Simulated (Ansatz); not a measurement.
# Ruthenium, fcc under revPBE: structure, energy and stiffness, part 2 of 2

The plan for ruthenium in the fcc structure: relax it, solve it on a dense k-mesh, then scale the cell to 7 volumes from 88 to 112 % of the relaxed one and try a fit of the equation of state. Spin polarisation is left out. The k-meshes are 14×14×14 for the relaxation; 23×23×23 for the dense run; 16×16×16 for the volumes.

Ansatz 0.2.0; DFT, revPBE, plane waves (420 eV) with PAW, scalar-relativistic. The steps go on from the part before.

## 6. At 96 % of the relaxed volume

This is Ru in the fcc structure; at room conditions it is hcp.

The input, input.yaml:

```yaml
crystal:
  lattice:
    - [0.0, 1.8868921606, 1.8868921606]
    - [1.8868921606, 0.0, 1.8868921606]
    - [1.8868921606, 1.8868921606, 0.0]
  atoms:
    - { symbol: Ru, position: [0.0, 0.0, 0.0] }
hamiltonian:
  xc: revpbe
  pseudopotentials:
    kind: paw
    azcp:
      Ru: "pseudopotentials/Ru.paw.azcp"
basis:
  ecutwfc: 420
  fft_grid_basis: typed
kpoints:
  mp_grid: { grid: [16, 16, 16], shift: [0, 0, 0] }
magnetization:
  spin_polarized: false
scf:
  occupations: { method: fermi_dirac, width: 0.1 }
  lower_state_search: "off"
output:
  stress: true
  write_density: true
  write_potential: true
  elf: true
  volumetric_format: npy
```

Log:

```text
Warning: RAYON_NUM_THREADS=2 ignored (pool sized by the plan → 2); use --threads N
Engine: ansatz 0.2.0, aarch64-unknown-linux-gnu
Pseudopotentials: kind: paw
Pseudopotential: Ru, paw, valence charge 16, recommended cutoff 420 eV (normal), <dir>
Functional definition: revPBE
  parameter kappa = 1.245
  parameter beta = 0.06672455060314922
  exchange = pbe_x(kappa = kappa, mu = beta*pi^2/3)
  correlation = pbe_c(beta = beta)
Crystal: 1 atoms, lattice volume = 13.436 Å³
Basis set: ecut = 420 eV, 259 PW (Γ)
Bands: 12, of which v1, the nominal top of the filled ones, is band 8 counted from 1 (7 counted from 0)
Symmetry: 48 space group operations
Space group: Fm-3m (ITA 225), of the structure as read, at distance tolerance 2.4e-5 Å
k-points: 145 of 4096
Non-local potential: Ru, projectors of the file, l = 0: 3, l = 1: 2, l = 2: 2, l = 3: 1
PAW form: soft (Blöchl's): semilocal exchange-correlation on the pseudo side does not see the compensation charge
PAW frozen core: Ru, regenerated for the run's functional, and the local potential with it (the file was generated under x = pbe(κ = 0.804, μ = 0.2195149727645171), c = pbe(β = 0.06672455060314922))
PAW one-centre angular grid: Ru, 590 points (default); XC on 64 Gauss nodes
Initial density: superposition of atomic densities (neutral atoms: chi_scale 0, normalization atom), corrected by the library's trained network
Initial wavefunctions: pseudopotential atomic-orbital guess
Functional: x = revpbe(κ = 1.245, μ = 0.2195149727645171), c = pbe(β = 0.06672455060314922)
SCF iter   1: F=—  HF=-5883.761414 eV  |F-HF|=—  |Δ(HF+E_count)|=         —  Δρ=6.21e-3  dr2=1.73e-3  ethr=1.77e-3  ⟨swp⟩=5.0  Hψ=9759  notcnv=0
preconditioner: auto → none  [metal: Δε(μ)=0.020 eV  Ē_g=11.685 eV  σ=0.100 eV  W_gap=0.05  n_scr=0 (ndim 8)  ℏωp=28.7 eV  f_vac=0.000  D(μ)=1.09/eV (n_scr^D=14)]
SCF iter   2: F=—  HF=-5883.761032 eV  |F-HF|=—  |Δ(HF+E_count)|=   3.82e-4  Δρ=2.98e-3  dr2=2.77e-4  ethr=1.08e-5  ⟨swp⟩=2.3  Hψ=3854  notcnv=0
SCF iter   3: F=—  HF=-5883.761108 eV  |F-HF|=—  |Δ(HF+E_count)|=   7.61e-5  Δρ=1.30e-3  dr2=4.92e-5  ethr=1.73e-6  ⟨swp⟩=2.7  Hψ=2680  notcnv=0
SCF iter   4: F=—  HF=-5883.761145 eV  |F-HF|=—  |Δ(HF+E_count)|=   3.67e-5  Δρ=1.11e-4  dr2=9.63e-7  ethr=3.08e-7  ⟨swp⟩=2.5  Hψ=2203  notcnv=0
iter 5 did not close the SCF: its close was put off for the readings that it lacked (scf_convergence_deferred on its scf_iter line)
SCF iter   5: F=-5883.761145 eV  HF=-5883.761145 eV  |F-HF|=1.66e-8  |Δ(HF+E_count)|=   2.00e-7  Δρ=1.71e-5  dr2=3.10e-8  ethr=6.02e-9  ⟨swp⟩=2.1  Hψ=2870  notcnv=0
SCF iter   6: F=-5883.761145 eV  HF=-5883.761145 eV  |F-HF|=3.41e-9  |Δ(HF+E_count)|=   3.45e-9  Δρ=6.86e-6  dr2=5.39e-9  ethr=1.94e-10  ⟨swp⟩=5.0  Hψ=8968  notcnv=0
SCF 1 converged in 6 iterations: F = -5883.761145 eV  dr2 = 5.39e-9
SCF converged after 6 iterations
Free energy (F): -5883.761145 eV
Harris-Foulkes:  -5883.761145 eV  (|F-HF|=3.41e-9)
Internal energy: -5883.725537 eV  (E = F + TS)
E sigma→0 (E₀):  -5883.743341 eV
Entropy (-TS):   -0.035608 eV (-35.608 meV/atom)
Fermi energy:    23.823650 eV
--- Per-component energies (eV) ---
  E_band       = -47.426175
  E_kinetic    = 515.142952
  E_local      = -1246.134008  (includes V_loc(G=0)·N_el)
  E_nonlocal   = 342.579226
  E_hartree    = 400.965478
  E_xc         = -191.015396
  E_vxc        = -239.673240  (∫ρ·V_xc dr)
  E_paw        = -3465.898265  (= ΣΔE_a)
  E_vpaw       = -221.274777  (= ΣTr[D̂ρ^β])
  E_aug_tail   = -0.000198  (compensation charges beyond the density's cutoff)
  E_ewald      = -2239.293240
  E_core_change = -0.072087  (= ΣΔE_core)
  E_smearing   = -0.035608  (= −TS)
  E_closure    = 0.000000  (closes the sum)
  Σ components = -5883.761145   (vs F -5883.761145, Δ=0.00e0)
--- Stress (GPa, compression-positive) ---
       13.088211       0.000000       0.000000
        0.000000      13.088211      -0.000000
        0.000000      -0.000000      13.088211
  P = ⅓ Tr σ = 13.0882 GPa (130.882 kbar)
--- Band table (eV; the first three rows and the last of 145) ---
  k-point 0: bands = ["-49.2555", "-18.6121", "-18.6121", "-18.6121", "15.8532", "21.1737", "21.1737", "21.1737", "23.6634", "23.6634", "38.6353", "44.3094"]
  k-point 1: bands = ["-49.2484", "-18.6562", "-18.6178", "-18.6178", "16.0214", "21.0849", "21.2451", "21.2451", "23.6173", "23.6173", "38.9163", "43.5525"]
  k-point 2: bands = ["-49.2281", "-18.7809", "-18.6341", "-18.6341", "16.4938", "20.8754", "21.4230", "21.4230", "23.5275", "23.5275", "39.6634", "42.0526"]
  k-point 144: bands = ["-49.0036", "-19.3376", "-19.3376", "-19.0275", "18.7969", "20.2983", "20.2983", "23.2941", "26.0976", "34.4267", "34.4267", "36.0052"]
```

Run time: 1.3 s. Hardware: 2 threads of Arm Neoverse V1, shared host; peak memory 0.27 GiB.

Axes a, b and c in the maps are those of this run's conventional cell (a, b, c = 3.774, 3.774, 3.774 Å).

Density in a lattice plane of the grid's cell (edges 3.77 and 3.77 Å, at 0.000 of the third edge), which holds Ru.

Values in e/Å³, 12 rows by 12 columns:
```
 8.89  7.08  3.14  0.70  0.32  0.23  0.21  0.23  0.32  0.70  3.14  7.08
 4.37  3.14  1.29  0.49  0.35  0.32  0.33  0.32  0.35  0.49  1.30  3.14
 0.87  0.70  0.49  0.41  0.49  0.70  0.87  0.70  0.49  0.40  0.49  0.70
 0.33  0.32  0.35  0.49  1.29  3.14  4.37  3.14  1.30  0.49  0.35  0.32
 0.21  0.23  0.32  0.70  3.14  7.08  8.89  7.08  3.14  0.70  0.32  0.23
 0.19  0.21  0.33  0.87  4.37  8.89 10.11  8.89  4.37  0.87  0.33  0.21
 0.21  0.23  0.32  0.70  3.14  7.08  8.89  7.08  3.14  0.70  0.32  0.23
 0.33  0.32  0.35  0.49  1.30  3.14  4.37  3.14  1.29  0.49  0.35  0.32
 0.87  0.70  0.49  0.40  0.49  0.70  0.87  0.70  0.49  0.41  0.49  0.70
 4.37  3.14  1.30  0.49  0.35  0.32  0.33  0.32  0.35  0.49  1.29  3.14
 8.89  7.08  3.14  0.70  0.32  0.23  0.21  0.23  0.32  0.70  3.14  7.08
10.11  8.89  4.37  0.87  0.33  0.21  0.19  0.21  0.33  0.87  4.37  8.89
```
Columns run along the first of these edges and rows up along the second, over one cell in 12 and 12 even steps from the bottom left corner. Atoms in the plane (fractional): Ru at (0.00, 0.00), Ru at (0.50, 0.50).

ELF in the same plane.

Ten even steps from ' ' (0.15) to '@' (0.68):
```
--++%%@@%%**::......................::**%%@@%%++
%%@@@@@@##==::....::..........::....::==##@@@@@@
@@@@%%##++::..::::::..........::::::..::++##%%@@
##**++==::::::::::..............::::::::::==++**
--::::....::::::....::::--::::....::::::....::::
........::::::::::==++**##**++==::::::::::......
......::::::..::++##%%@@@@@@%%##++::..::::::....
......::....::==##@@@@@@%%@@@@@@##==::....::....
............::**%%@@%%++--++%%@@%%**::..........
............--**@@@@**--  --**@@@@**--..........
............::**%%@@%%++--++%%@@%%**::..........
......::....::==##@@@@@@%%@@@@@@##==::....::....
......::::::..::++##%%@@@@@@%%##++::..::::::....
........::::::::::==++**##**++==::::::::::......
--::::....::::::....::::--::::....::::::....::::
##**++==::::::::::..............::::::::::==++**
@@@@%%##++::..::::::..........::::::..::++##%%@@
%%@@@@@@##==::....::..........::....::==##@@@@@@
--++%%@@%%**::......................::**%%@@%%++
  --**@@@@**--......................--**@@@@**--
```
Columns run along the first of these edges and rows up along the second, over one cell in 24 and 20 even steps from the bottom left corner. Atoms in the plane (fractional): Ru at (0.00, 0.00), Ru at (0.50, 0.50).

Both are smooth fields of the valence electrons: close to the nuclei they are not physical.

## 7. At 100 % of the relaxed volume

Changes to input.yaml since step 6:

```diff
@@ -2,5 +2,5 @@
   lattice:
-    - [0.0, 1.8868921606, 1.8868921606]
-    - [1.8868921606, 0.0, 1.8868921606]
-    - [1.8868921606, 1.8868921606, 0.0]
+    - [0.0, 1.9127432108, 1.9127432108]
+    - [1.9127432108, 0.0, 1.9127432108]
+    - [1.9127432108, 1.9127432108, 0.0]
   atoms:
@@ -25,5 +25 @@
   stress: true
-  write_density: true
-  write_potential: true
-  elf: true
-  volumetric_format: npy
```

Log, cut to the lines that bear on the results:

```text
Warning: RAYON_NUM_THREADS=2 ignored (pool sized by the plan → 2); use --threads N
[...]
Pseudopotentials: kind: paw
Pseudopotential: Ru, paw, valence charge 16, recommended cutoff 420 eV (normal), <dir>
Functional definition: revPBE
[...]
Crystal: 1 atoms, lattice volume = 13.996 Å³
Basis set: ecut = 420 eV, 283 PW (Γ)
Bands: 12, of which v1, the nominal top of the filled ones, is band 8 counted from 1 (7 counted from 0)
Symmetry: 48 space group operations
Space group: Fm-3m (ITA 225), of the structure as read, at distance tolerance 2.4e-5 Å
k-points: 145 of 4096
[...]
SCF iter   1: F=—  HF=-5883.783138 eV  |F-HF|=—  |Δ(HF+E_count)|=         —  Δρ=6.23e-3  dr2=2.00e-3  ethr=1.77e-3  ⟨swp⟩=5.0  Hψ=9765  notcnv=0
[...]
SCF iter   6: F=-5883.782932 eV  HF=-5883.782932 eV  |F-HF|=4.40e-9  |Δ(HF+E_count)|=   9.23e-9  Δρ=7.80e-6  dr2=6.95e-9  ethr=3.51e-10  ⟨swp⟩=2.1  Hψ=5716  notcnv=0
[...]
SCF converged after 6 iterations
Free energy (F): -5883.782932 eV
[...]
E sigma→0 (E₀):  -5883.763987 eV
Entropy (-TS):   -0.037892 eV (-37.892 meV/atom)
Fermi energy:    22.659308 eV
[...]
--- Stress (GPa, compression-positive) ---
       -0.100493      -0.000000       0.000000
       -0.000000      -0.100493      -0.000000
        0.000000      -0.000000      -0.100493
  P = ⅓ Tr σ = -0.1005 GPa (-1.005 kbar)
```

Run time: 1 s. Hardware: 2 threads of Arm Neoverse V1, shared host; peak memory 0.27 GiB.

## 8. At 104 % of the relaxed volume

Changes to input.yaml since step 7:

```diff
@@ -2,5 +2,5 @@
   lattice:
-    - [0.0, 1.9127432108, 1.9127432108]
-    - [1.9127432108, 0.0, 1.9127432108]
-    - [1.9127432108, 1.9127432108, 0.0]
+    - [0.0, 1.9379137711, 1.9379137711]
+    - [1.9379137711, 0.0, 1.9379137711]
+    - [1.9379137711, 1.9379137711, 0.0]
   atoms:
```

Log, cut to the lines that bear on the results:

```text
Warning: RAYON_NUM_THREADS=2 ignored (pool sized by the plan → 2); use --threads N
[...]
Pseudopotentials: kind: paw
Pseudopotential: Ru, paw, valence charge 16, recommended cutoff 420 eV (normal), <dir>
Functional definition: revPBE
[...]
Crystal: 1 atoms, lattice volume = 14.556 Å³
Basis set: ecut = 420 eV, 283 PW (Γ)
Bands: 12, of which v1, the nominal top of the filled ones, is band 8 counted from 1 (7 counted from 0)
Symmetry: 48 space group operations
Space group: Fm-3m (ITA 225), of the structure as read, at distance tolerance 2.4e-5 Å
k-points: 145 of 4096
[...]
SCF iter   1: F=—  HF=-5883.763894 eV  |F-HF|=—  |Δ(HF+E_count)|=         —  Δρ=6.11e-3  dr2=2.15e-3  ethr=1.77e-3  ⟨swp⟩=5.0  Hψ=9771  notcnv=0
[...]
SCF iter   6: F=-5883.763666 eV  HF=-5883.763666 eV  |F-HF|=4.22e-10  |Δ(HF+E_count)|=   3.52e-8  Δρ=2.93e-6  dr2=8.33e-10  ethr=1.17e-10  ⟨swp⟩=2.0  Hψ=6138  notcnv=0
[...]
SCF converged after 6 iterations
Free energy (F): -5883.763666 eV
[...]
E sigma→0 (E₀):  -5883.743526 eV
Entropy (-TS):   -0.040280 eV (-40.280 meV/atom)
Fermi energy:    21.583381 eV
[...]
--- Stress (GPa, compression-positive) ---
      -10.511549       0.000000       0.000000
        0.000000     -10.511549       0.000000
        0.000000       0.000000     -10.511549
  P = ⅓ Tr σ = -10.5115 GPa (-105.115 kbar)
```

Wall time 1 s (2 threads of Arm Neoverse V1, shared host); peak memory 0.27 GiB.

## 9. At 108 % of the relaxed volume

Changes to input.yaml since step 8:

```diff
@@ -2,5 +2,5 @@
   lattice:
-    - [0.0, 1.9379137711, 1.9379137711]
-    - [1.9379137711, 0.0, 1.9379137711]
-    - [1.9379137711, 1.9379137711, 0.0]
+    - [0.0, 1.9624469296, 1.9624469296]
+    - [1.9624469296, 0.0, 1.9624469296]
+    - [1.9624469296, 1.9624469296, 0.0]
   atoms:
```

Log, cut to the lines that bear on the results:

```text
Warning: RAYON_NUM_THREADS=2 ignored (pool sized by the plan → 2); use --threads N
[...]
Pseudopotentials: kind: paw
Pseudopotential: Ru, paw, valence charge 16, recommended cutoff 420 eV (normal), <dir>
Functional definition: revPBE
[...]
Crystal: 1 atoms, lattice volume = 15.116 Å³
Basis set: ecut = 420 eV, 307 PW (Γ)
Bands: 12, of which v1, the nominal top of the filled ones, is band 8 counted from 1 (7 counted from 0)
Symmetry: 48 space group operations
Space group: Fm-3m (ITA 225), of the structure as read, at distance tolerance 2.5e-5 Å
k-points: 145 of 4096
[...]
SCF iter   1: F=—  HF=-5883.712306 eV  |F-HF|=—  |Δ(HF+E_count)|=         —  Δρ=5.81e-3  dr2=2.02e-3  ethr=1.77e-3  ⟨swp⟩=5.0  Hψ=9752  notcnv=0
[...]
SCF iter   6: F=-5883.712054 eV  HF=-5883.712054 eV  |F-HF|=3.95e-10  |Δ(HF+E_count)|=   8.69e-8  Δρ=3.24e-6  dr2=3.20e-10  ethr=4.27e-10  ⟨swp⟩=2.4  Hψ=6426  notcnv=0
[...]
SCF converged after 6 iterations
Free energy (F): -5883.712054 eV
[...]
E sigma→0 (E₀):  -5883.690672 eV
Entropy (-TS):   -0.042764 eV (-42.764 meV/atom)
Fermi energy:    20.586416 eV
[...]
--- Stress (GPa, compression-positive) ---
      -18.699579      -0.000000      -0.000000
        0.000000     -18.699579       0.000000
        0.000000      -0.000000     -18.699579
  P = ⅓ Tr σ = -18.6996 GPa (-186.996 kbar)
```

It took 1 s on 2 threads of Arm Neoverse V1, shared host; peak memory 0.27 GiB.

## 10. At 112 % of the relaxed volume

Changes to input.yaml since step 9:

```diff
@@ -2,5 +2,5 @@
   lattice:
-    - [0.0, 1.9624469296, 1.9624469296]
-    - [1.9624469296, 0.0, 1.9624469296]
-    - [1.9624469296, 1.9624469296, 0.0]
+    - [0.0, 1.9863815681, 1.9863815681]
+    - [1.9863815681, 0.0, 1.9863815681]
+    - [1.9863815681, 1.9863815681, 0.0]
   atoms:
```

Log, cut to the lines that bear on the results:

```text
Warning: RAYON_NUM_THREADS=2 ignored (pool sized by the plan → 2); use --threads N
[...]
Pseudopotentials: kind: paw
Pseudopotential: Ru, paw, valence charge 16, recommended cutoff 420 eV (normal), <dir>
Functional definition: revPBE
[...]
Crystal: 1 atoms, lattice volume = 15.675 Å³
Basis set: ecut = 420 eV, 331 PW (Γ)
Bands: 12, of which v1, the nominal top of the filled ones, is band 8 counted from 1 (7 counted from 0)
Symmetry: 48 space group operations
Space group: Fm-3m (ITA 225), of the structure as read, at distance tolerance 2.5e-5 Å
k-points: 145 of 4096
[...]
SCF iter   1: F=—  HF=-5883.635309 eV  |F-HF|=—  |Δ(HF+E_count)|=         —  Δρ=5.36e-3  dr2=1.77e-3  ethr=1.77e-3  ⟨swp⟩=5.0  Hψ=9712  notcnv=0
[...]
SCF iter   6: F=-5883.635063 eV  HF=-5883.635063 eV  |F-HF|=9.73e-10  |Δ(HF+E_count)|=   1.83e-7  Δρ=7.08e-6  dr2=1.99e-9  ethr=6.25e-10  ⟨swp⟩=4.0  Hψ=5902  notcnv=0
[...]
SCF converged after 6 iterations
Free energy (F): -5883.635063 eV
[...]
E sigma→0 (E₀):  -5883.612395 eV
Entropy (-TS):   -0.045336 eV (-45.336 meV/atom)
Fermi energy:    19.660183 eV
[...]
--- Stress (GPa, compression-positive) ---
      -25.099837       0.000000       0.000000
        0.000000     -25.099837      -0.000000
        0.000000      -0.000000     -25.099837
  P = ⅓ Tr σ = -25.0998 GPa (-250.998 kbar)
```

Run time: 1 s. Hardware: 2 threads of Arm Neoverse V1, shared host; peak memory 0.27 GiB.

## 11. Energy and pressure against volume

All volumes keep the relaxed shape and fractional coordinates.

| V (Å³/atom) | E − E₀ (meV/atom) | P from the stress (GPa) | P from the fit (GPa) |
| --- | --- | --- | --- |
| 12.316 | 231.5 | 50.81 | 50.63 |
| 12.876 | 93.3 | 29.76 | 29.43 |
| 13.436 | 20.6 | 13.09 | 12.74 |
| 13.996 | 0.0 | -0.10 | -0.43 |
| 14.556 | 20.4 | -10.51 | -10.84 |
| 15.116 | 73.3 | -18.70 | -19.06 |
| 15.675 | 151.6 | -25.10 | -25.55 |

Fit (Birch-Murnaghan, third order): V₀ = 13.976 Å³/atom, B₀ = 294 GPa, B₀′ = 4.9, largest residual 0.08 meV/atom.

Fit and stress differ a little: one follows E(σ → 0), the other the smeared free energy.

## 12. Outcome

The summary covers parts 1 to 2.

```
                      quantity                         value
space group (spins left aside)               Fm-3m (No. 225)
             conventional cell                   a = 3.825 Å
                        volume                13.996 Å³/atom
             shortest distance                       2.705 Å
               gap on the mesh  none (levels filled in part)
               relative to hcp                 +114 meV/atom
                   V₀, B₀, B₀′  13.976 Å³/atom, 294 GPa, 4.9
```

**Reading.** The relaxation enlarged the cell by 3.3 % in volume. It lies 114 meV/atom above the element's reference form at the same level (hcp, from a run of its own). Levels at the Fermi energy are filled in part, as in a metal. B₀ comes out at 294 GPa, among the stiffest elements. The symmetry was held, so the structure may be unstable against distortions that break it.
